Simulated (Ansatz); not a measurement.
# TiAl (Pm-3m) in Ansatz: a series of runs

One crystal, TiAl, is run at these levels: PBE+U, r2SCAN0+D4; tasks: density of states, projected density of states.

Program: Ansatz 0.2.0. These are calculated values, not measurements. Logs are shortened: lines on timing, memory, paths and dates and some standing lists are left out, and cuts for length are marked.

### Step 1. The crystal as given

Symmetry: Pm-3m, No. 221, cubic system. The conventional cell has a = 3.179 Å, b = 3.179 Å, c = 3.179 Å, α = 90.00°, β = 90.00°, γ = 90.00°. Around Ti (site symmetry m-3m) lie 8 Al at 2.75 Å. Around Al (site symmetry m-3m) lie 8 Ti at 2.75 Å.

The cell comes from a database or a generator and needn't be the stable form of this composition.

### Step 2. Density of states, PBE+U

Input file input.yaml:

```yaml
crystal:
  lattice: { a: 3.179064, b: 3.179064, c: 3.179064, alpha: 90.0, beta: 90.0, gamma: 90.0 }
  space_group: 221
  reduce_to_primitive: true
  atoms:
    - { symbol: Ti, wyckoff: "1a", position: [0.0, 0.0, 0.0] }
    - { symbol: Al, wyckoff: "1b", position: [0.5, 0.5, 0.5] }
hamiltonian:
  xc: pbe
  pseudopotentials: { kind: paw, source: jth }
  hubbard:
    sites: [{ species: Ti, l: d, u_eff: 6.2 }]
    projectors: ortho-atomic
kpoints:
  mp_grid: { grid: [8, 8, 8] }
scf:
  occupations: { method: cold, width: 0.1 }
  n_extra_bands: 6
output:
  forces: true
  stress: true
  eigenvalues: true
  dos: { projected: false, de: 0.05, nscf_kmesh: { grid: [12, 12, 12] } }
```

Potentials or basis: JTH PAW.

On the command line:

```bash
ansatz run input.yaml --threads 1 --pin off --max-ram 2560MiB --backend cpu --events-out ev --progress --plain --runs-dir out
```

The program printed:

```text
Warning: the checks of this Ti dataset prove no rule for summing its radial tables, as where they were carried onto another mesh than they were made on, and Gregory's rule is taken, under which a leading mesh point left out moves its sums only by what lay on the interval it spanned. That does not make them correct, and they differ from Quantum ESPRESSO's on this file; a re-export a fraction of a mesh step off can move them. hamiltonian.pseudopotentials.radial_quadrature: simpson_from_first_knot sums it by `pw.x`'s rule; on a PAW file no value gives `pw.x`'s numbers. What more to know: hamiltonian.pseudopotentials.radial_quadrature, in the input reference
Warning: the checks of this Al dataset prove no rule for summing its radial tables, as where they were carried onto another mesh than they were made on, and Gregory's rule is taken, under which a leading mesh point left out moves its sums only by what lay on the interval it spanned. That does not make them correct, and they differ from Quantum ESPRESSO's on this file; a re-export a fraction of a mesh step off can move them. hamiltonian.pseudopotentials.radial_quadrature: simpson_from_first_knot sums it by `pw.x`'s rule; on a PAW file no value gives `pw.x`'s numbers. What more to know: hamiltonian.pseudopotentials.radial_quadrature, in the input reference
Warning: RAYON_NUM_THREADS=1 ignored (pool sized by the plan → 1); use --threads N
crystal.space_group: 221 is read as Pm-3m: the typed cell holds Ti1Al1 (Ti 1a, Al 1b). Least distances (Å): Ti–Ti 3.179, Ti–Al 2.753, Al–Al 3.179
crystal.space_group generates its sites in this order, which a site index counts, at these fractional coordinates of the primitive cell where crystal.reduce_to_primitive is true, and else of the cell that is read (crystal.supercell repeats the list replica by replica, and crystal.defects acts on that): 0: Ti [0.000000, 0.000000, 0.000000]; 1: Al [0.500000, 0.500000, 0.500000];
scf.n_extra_bands = 6 over 8 filled bands (N_el = 15.0): the run solves 14 bands
Engine: ansatz 0.2.0, aarch64-unknown-linux-gnu
Pseudopotentials: kind: paw
Pseudopotential: Ti, paw, valence charge 12, recommended cutoff 1230 eV (normal), Ti.paw.azcp
Pseudopotential: Al, paw, valence charge 3, recommended cutoff 570 eV (normal), Al.paw.azcp
Functional definition: PBE
  parameter kappa = 0.804
  parameter beta = 0.06672455060314922
  exchange = pbe_x(kappa = kappa, mu = beta*pi^2/3)
  correlation = pbe_c(beta = beta)
Crystal: 2 atoms, lattice volume = 32.129 Å³
Basis set: ecut = 1230 eV, 3119 PW (Γ), exchange–correlation on 80×80×80 points (8 copies of the dense FFT grid, shifted against one another)
Bands: 14, of which v1, the nominal top of the filled ones, is band 8 counted from 1 (7 counted from 0)
Symmetry: 48 space group operations
Space group: Pm-3m (ITA 221), of the structure as read, at distance tolerance 3.2e-5 Å
k-points: 35 of 512
Non-local potential: Ti, projectors of the file, l = 0: 2, l = 1: 2, l = 2: 2
Non-local potential: Al, projectors of the file, l = 0: 2, l = 1: 2
PAW form: soft (Blöchl's): semilocal exchange-correlation on the pseudo side does not see the compensation charge
PAW one-centre angular grid: Ti, 590 points (default); XC on 64 Gauss nodes
PAW one-centre angular grid: Al, 110 points (default); XC on 64 Gauss nodes
Initial density: superposition of atomic densities (chi_scale 0.1, normalization cell, long waves kept (reshape's long-wave potential 0.00 eV rms))
Initial wavefunctions: pseudopotential atomic-orbital guess
Functional: x = pbe(κ = 0.804, μ = 0.2195149727645171), c = pbe(β = 0.06672455060314922)
SCF iter   1: F=—  HF=-3033.161530 eV  |F-HF|=—  |Δ(HF+E_count)|=         —  Δρ=1.45e-1  dr2=1.03e1  ethr=3.10e-3  ⟨swp⟩=8.7  Hψ=4205  notcnv=0
preconditioner: auto → none  [metal: Δε(μ)=0.056 eV  Ē_g=7.910 eV  σ=0.100 eV  W_gap=0.29  n_scr=6 (ndim 8)  ℏωp=17.3 eV  f_vac=0.002  D(μ)=1.63/eV (n_scr^D=18)  sad-step TF]
SCF iter   2: F=—  HF=-3030.535028 eV  |F-HF|=—  |Δ(HF+E_count)|=    2.63e0  S|Δr|=    0.00e0  Δρ=4.10e-2  dr2=6.51e-1  ethr=3.10e-3  ⟨swp⟩=4.2  Hψ=1493  notcnv=0  defer=42
SCF iter   3: F=—  HF=-3030.704408 eV  |F-HF|=—  |Δ(HF+E_count)|=   1.69e-1  S|Δr|=    0.00e0  Δρ=2.92e-2  dr2=1.82e-1  ethr=3.10e-3  ⟨swp⟩=2.6  Hψ=854  notcnv=0  defer=44
SCF iter   4: F=—  HF=-3031.038560 eV  |F-HF|=—  |Δ(HF+E_count)|=   3.34e-1  S|Δr|=    0.00e0  Δρ=1.39e-2  dr2=3.12e-2  ethr=1.21e-3  ⟨swp⟩=3.3  Hψ=1012  notcnv=0  defer=48
SCF iter   5: F=—  HF=-3031.133243 eV  |F-HF|=—  |Δ(HF+E_count)|=   9.47e-2  S|Δr|=    0.00e0  Δρ=3.71e-3  dr2=4.96e-3  ethr=2.08e-4  ⟨swp⟩=3.0  Hψ=1042  notcnv=0  defer=51
SCF iter   6: F=—  HF=-3031.135303 eV  |F-HF|=—  |Δ(HF+E_count)|=   2.06e-3  S|Δr|=    0.00e0  Δρ=2.38e-3  dr2=1.50e-3  ethr=3.31e-5  ⟨swp⟩=1.9  Hψ=718  notcnv=0  defer=51
SCF iter   7: F=—  HF=-3031.137787 eV  |F-HF|=—  |Δ(HF+E_count)|=   2.48e-3  S|Δr|=    0.00e0  Δρ=1.27e-3  dr2=3.72e-4  ethr=1.00e-5  ⟨swp⟩=1.7  Hψ=507  notcnv=0  defer=51
SCF iter   8: F=—  HF=-3031.138343 eV  |F-HF|=—  |Δ(HF+E_count)|=   5.57e-4  S|Δr|=    0.00e0  Δρ=1.62e-4  dr2=3.46e-6  ethr=2.48e-6  ⟨swp⟩=2.7  Hψ=673  notcnv=0  defer=51
SCF iter   9: F=—  HF=-3031.138364 eV  |F-HF|=—  |Δ(HF+E_count)|=   2.13e-5  S|Δr|=    0.00e0  Δρ=1.68e-5  dr2=7.99e-8  ethr=6.67e-10  ⟨swp⟩=10.7  Hψ=3839  notcnv=0
SCF iter  10: F=-3031.138364 eV  HF=-3031.138364 eV  |F-HF|=9.85e-9  |Δ(HF+E_count)|=   3.72e-8  S|Δr|=    0.00e0  Δρ=3.86e-6  dr2=1.45e-9  ethr=5.33e-10  ⟨swp⟩=3.2  Hψ=1811  notcnv=0
SCF 1 converged in 10 iterations: F = -3031.138364 eV  dr2 = 1.45e-9
NSCF: frozen V_eff on 84 k-points
SCF converged after 10 iterations
Stability not checked: this state was not tested for a lower state beside it, because cold or Methfessel-Paxton smearing, or corrected tetrahedra, fill the levels in a way that the test cannot read (fill_not_monotonic; see scf.lower_state_search)
Free energy (F): -3031.138364 eV
Harris-Foulkes:  -3031.138364 eV  (|F-HF|=9.85e-9)
Internal energy: -3031.136592 eV  (E = F + TS)
E sigma→0 (E₀):  -3031.137774 eV
Entropy (-TS):   -0.001772 eV (-0.886 meV/atom)
Fermi energy:    11.923844 eV
--- Per-component energies (eV) ---
  E_band       = -161.295860
  E_kinetic    = 233.852640
  E_local      = -1079.192933  (includes V_loc(G=0)·N_el)
  E_nonlocal   = 140.997255
  E_hartree    = 410.634180
  E_xc         = -117.729513
  E_vxc        = -128.882294  (∫ρ·V_xc dr)
  E_hubbard    = 5.576094  (on-site DFT+U / exact-exchange correction)
  E_vhub       = 0.829216  (the Hubbard potential's part of the band-sum identity)
  E_paw        = -1511.360483  (= ΣΔE_a)
  E_vpaw       = -150.167705  (= ΣTr[D̂ρ^β])
  E_aug_tail   = -0.000012  (compensation charges beyond the density's cutoff)
  E_ewald      = -1113.913820
  E_smearing   = -0.001772  (= −TS)
  E_closure    = -0.000000  (closes the sum)
  Σ components = -3031.138364   (vs F -3031.138364, Δ=0.00e0)
--- Forces (eV/Å), atoms counted from 1 ---
  atom   1  Ti    -0.00000000     0.00000000    -0.00000000
  atom   2  Al    -0.00000000     0.00000000     0.00000000
  max |Σ_I F_I| component: 2.47e-32 eV/Å
--- Stress (GPa, compression-positive) ---
        8.248881       0.000000       0.000000
        0.000000       8.248881       0.000000
        0.000000       0.000000       8.248881
  P = ⅓ Tr σ = 8.2489 GPa (82.489 kbar)
--- Band table (eV; the first three rows and the last of 35) ---
  k-point 0: bands = ["-45.5505", "-21.7418", "-21.7418", "-21.7418", "2.3112", "9.5017", "9.5017", "15.2896", "15.2896", "15.2896", "16.0097", "16.0097", "16.0097", "20.2984"]
  k-point 1: bands = ["-45.5484", "-21.7669", "-21.7396", "-21.7396", "2.5597", "9.4150", "9.6083", "14.6877", "14.6877", "15.0575", "15.3189", "16.7936", "16.7936", "19.9923"]
  k-point 2: bands = ["-45.5443", "-21.8270", "-21.7344", "-21.7344", "3.2814", "8.8349", "9.8866", "14.0157", "14.0224", "14.0224", "15.3908", "18.0225", "18.0225", "19.2343"]
  k-point 34: bands = ["-45.5078", "-21.8656", "-21.8656", "-21.8656", "9.7513", "9.7513", "9.7513", "12.2368", "13.6261", "13.6261", "14.4929", "14.4929", "14.4929", "18.7335"]
Occupation matrices written to <dir>
```

occupation_matrices:

```text
# The occupation matrices of the corrected shells as a run of Ansatz 0.0.0 ended. An entry of
# hamiltonian.hubbard.sites starts from them by `starting_ns: <path of this file>`, where that key's refused
# combinations let it.
# Free energy -3031.138364 eV.
format: ansatz-occupation-matrices/1
state: converged
spin: unpolarized
projectors: ortho-atomic
projection_frame: null
lattice: # Å
  - [3.179064, 0.0, 0.0]
  - [1.9466152759422905e-16, 3.179064, 0.0]
  - [1.9466152759422905e-16, 1.9466152759422905e-16, 3.179064]
atoms: # fractions of the lattice vectors
  - {symbol: Ti, position: [0.0, 0.0, 0.0]}
  - {symbol: Al, position: [0.5, 0.5, 0.5]}
sites: # a site counts the atoms from 0
  - {site: 0, l: d, shell: 3, starting_ns: [{spin: up, occupation_matrix: site0_d}]} # 3.330 electrons, filled orbitals 0
occupation_matrices: # on the real harmonics m = 0, +1, -1, ... of the Cartesian axes; of spinors up first
  site0_d:
    matrix:
      - [0.5846890486400458, -4.0440741033709315e-17, -3.686287386450715e-17, 4.9439619065339e-17, 2.3744027577432547e-17]
      - [-4.0115480381963664e-17, 0.16519379539281479, -4.7704895589362195e-18, 1.2847795743953228e-17, 2.7149100025394834e-17]
      - [-3.642919299551295e-17, -4.7704895589362195e-18, 0.1651937953928147, -8.651933336434325e-17, -1.0909784360635388e-17]
      - [4.85722573273506e-17, 1.441988889405721e-17, -8.673617379884035e-17, 0.5846890486400453, -4.7704895589362195e-18]
      - [2.6020852139652106e-17, 2.7149100025394834e-17, -1.112662479513249e-17, -4.0115480381963664e-18, 0.16519379539281473]
```

Wall time 8.6 s (1 thread of Arm Neoverse V2, shared host); peak memory 0.43 GiB.

Results:

| Item | Value |
| --- | --- |
| Free energy | -3031.1384 eV |
| Pressure | 8.2 GPa |
| Band gap on the k mesh | none (metal or under the smearing width) |
| Density of states at the Fermi level | 0.93 states/eV per cell |

States per cell in windows of 1 eV (zero at the Fermi level; states under -8 eV left out):
```csv
from (eV),total
-8.0,0.32
-7.0,0.46
-6.0,0.52
-5.0,0.66
-4.0,0.81
-3.0,1.71
-2.0,1.46
-1.0,0.75
0.0,0.96
1.0,3.09
2.0,2.10
3.0,1.19
4.0,1.32
5.0,1.30
6.0,1.25
7.0,1.12
```

Eigenvalues of the final occupation matrices:
```
  site  spin  trace               eigenvalues
site 1     1   1.67  0.17 0.17 0.17 0.58 0.58
```

Caveat: U without spin polarisation on a metal has little footing; the U is typed as a test and isn't derived for this compound.

### Step 3. Density of states, PBE+U

Input file input.yaml:

```yaml
crystal:
  lattice:
    - [3.179064, 0.0, 0.0]
    - [0.0, 3.179064, 0.0]
    - [0.0, 0.0, 3.179064]
  atoms:
    - { symbol: Ti, position: [0.0, 0.0, 0.0] }
    - { symbol: Al, position: [0.5, 0.5, 0.5] }
hamiltonian:
  xc: pbe
  pseudopotentials: { kind: paw, source: jth }
  hubbard:
    sites: [{ species: Ti, l: d, u_eff: 6.2 }]
    projectors: ortho-atomic
kpoints:
  mp_grid: { grid: [8, 8, 8] }
scf:
  occupations: { method: cold, width: 0.1 }
  n_extra_bands: 6
output:
  forces: true
  stress: true
  eigenvalues: true
  dos: { projected: false, de: 0.05, nscf_kmesh: { grid: [12, 12, 12] } }
```

Potentials or basis: JTH PAW.

On the command line:

```bash
ansatz run input.yaml --threads 1 --pin off --max-ram 2560MiB --backend cpu --events-out ev --progress --plain --runs-dir out
```

It took 8.5 s on 1 thread of Arm Neoverse V2, shared host; peak memory 0.43 GiB.

It converged, with:

```
Free energy                          : -3031.1384 eV
Pressure                             : 8.2 GPa
Band gap on the k mesh               : none (metal or under the smearing width)
Density of states at the Fermi level : 0.93 states/eV per cell
```

Levels at points of the mesh, in eV from the Fermi level:
```tsv
k point	band 5	band 6	band 7	band 8	band 9	band 10
(0.00, 0.00, 0.00)	-9.61	-2.42	-2.42	3.37	3.37	3.37
(0.00, 0.00, -0.50)	-6.37	-5.68	-1.58	1.51	1.51	2.05
(0.00, -0.50, -0.50)	-4.09	-2.44	-2.44	-2.32	1.64	2.29
(-0.50, -0.50, -0.50)	-2.17	-2.17	-2.17	0.31	1.70	1.70
```

States per cell in windows of 1 eV (zero at the Fermi level; states under -8 eV left out):
```
from (eV)  total
     -8.0   0.32
     -7.0   0.46
     -6.0   0.52
     -5.0   0.66
     -4.0   0.81
     -3.0   1.71
     -2.0   1.46
     -1.0   0.75
      0.0   0.96
      1.0   3.09
      2.0   2.10
      3.0   1.19
      4.0   1.32
      5.0   1.30
      6.0   1.25
      7.0   1.12
```

Eigenvalues of the final occupation matrices:
```tsv
site	spin	trace	eigenvalues
site 1	1	1.67	0.17 0.17 0.17 0.58 0.58
```

Caveat: U without spin polarisation on a metal has little footing; the U is typed as a test and isn't derived for this compound.

### Step 4. Projected density of states, r2SCAN0+D4

Input file input.yaml:

```yaml
crystal:
  lattice: { a: 3.179064, b: 3.179064, c: 3.179064, alpha: 90.0, beta: 90.0, gamma: 90.0 }
  space_group: 221
  reduce_to_primitive: true
  atoms:
    - { symbol: Ti, wyckoff: "1a", position: [0.0, 0.0, 0.0] }
    - { symbol: Al, wyckoff: "1b", position: [0.5, 0.5, 0.5] }
hamiltonian:
  xc: r2scan0
  pseudopotentials: { kind: paw }
  dispersion: d4
kpoints:
  mp_grid: { grid: [6, 6, 6] }
scf:
  occupations: { method: gaussian, width: 0.02 }
  n_extra_bands: 6
output:
  forces: true
  stress: true
  eigenvalues: true
  dos: { projected: true, de: 0.05 }
```

Potentials or basis: Ansatz PAW.

On the command line:

```bash
ansatz run input.yaml --threads 1 --pin off --max-ram 2560MiB --backend cpu --events-out ev --progress --plain --runs-dir out
```

Run time: 42 s. Hardware: 1 thread of Arm Neoverse V2, shared host; peak memory 1.4 GiB.

The run converged. Its results:

```
Free energy                          : -3043.9924 eV
Pressure                             : -4.3 GPa
Band gap on the k mesh               : none (metal or under the smearing width)
Density of states at the Fermi level : 0.76 states/eV per cell
```

Levels at points of the mesh, in eV from the Fermi level:
```
              k point  band 3  band 4  band 5  band 6  band 7  band 8  band 9  band 10  band 11  band 12
   (0.00, 0.00, 0.00)  -38.06  -38.06  -11.96   -3.01   -3.01    2.87    2.87     2.87     4.90     4.90
  (0.00, 0.00, -0.50)  -38.04  -38.04   -8.17   -7.32   -1.93    0.63    0.63     3.13     3.52     6.93
 (0.00, -0.50, -0.50)  -38.25  -38.03   -6.71   -3.70   -3.70   -2.99    1.47     1.47     3.19     5.38
(-0.50, -0.50, -0.50)  -38.22  -38.22   -4.47   -4.47   -4.47    0.95    2.99     2.99     2.99     3.27
```

States per cell in windows of 0.5 eV (zero at the Fermi level; states under -8 eV left out):
```
from (eV)  total  Ti 3d  Al 3p  Al 3s  Ti 4s
     -8.0   0.29   0.05   0.08   0.13   0.02
     -7.5   0.26   0.07   0.07   0.11   0.01
     -7.0   0.22   0.07   0.07   0.07   0.01
     -6.5   0.18   0.05   0.07   0.03   0.02
     -6.0   0.19   0.05   0.09   0.02   0.02
     -5.5   0.27   0.07   0.14   0.02   0.03
     -5.0   0.47   0.14   0.24   0.03   0.04
     -4.5   0.68   0.26   0.33   0.04   0.03
     -4.0   0.56   0.25   0.27   0.02   0.01
     -3.5   0.65   0.32   0.30   0.01   0.00
     -3.0   0.67   0.46   0.17   0.01   0.00
     -2.5   0.41   0.32   0.06   0.00   0.01
     -2.0   0.24   0.19   0.02   0.00   0.02
     -1.5   0.35   0.28   0.04   0.00   0.02
     -1.0   0.41   0.32   0.05   0.00   0.02
     -0.5   0.40   0.31   0.05   0.00   0.02
      0.0   0.35   0.26   0.05   0.01   0.02
      0.5   1.02   0.77   0.14   0.03   0.04
      1.0   1.36   1.11   0.14   0.02   0.03
      1.5   1.14   0.92   0.11   0.02   0.01
      2.0   0.56   0.47   0.03   0.01   0.00
      2.5   0.29   0.24   0.01   0.01   0.00
      3.0   0.93   0.71   0.13   0.05   0.02
      3.5   0.92   0.58   0.22   0.09   0.02
      4.0   0.25   0.12   0.08   0.04   0.00
      4.5   0.15   0.06   0.03   0.03   0.01
      5.0   0.51   0.17   0.10   0.13   0.06
      5.5   0.78   0.23   0.15   0.16   0.12
      6.0   0.78   0.21   0.20   0.13   0.09
      6.5   0.74   0.17   0.23   0.11   0.07
      7.0   0.45   0.09   0.15   0.06   0.05
      7.5   0.44   0.10   0.18   0.02   0.05
```

Caveat: pairwise dispersion overbinds metals, which lowers pressure and volume; the PAW data sets come from PBE, with cores solved anew for the run's functional, which leaves a small shift of forces and pressure; the thresholds are loose for stress.
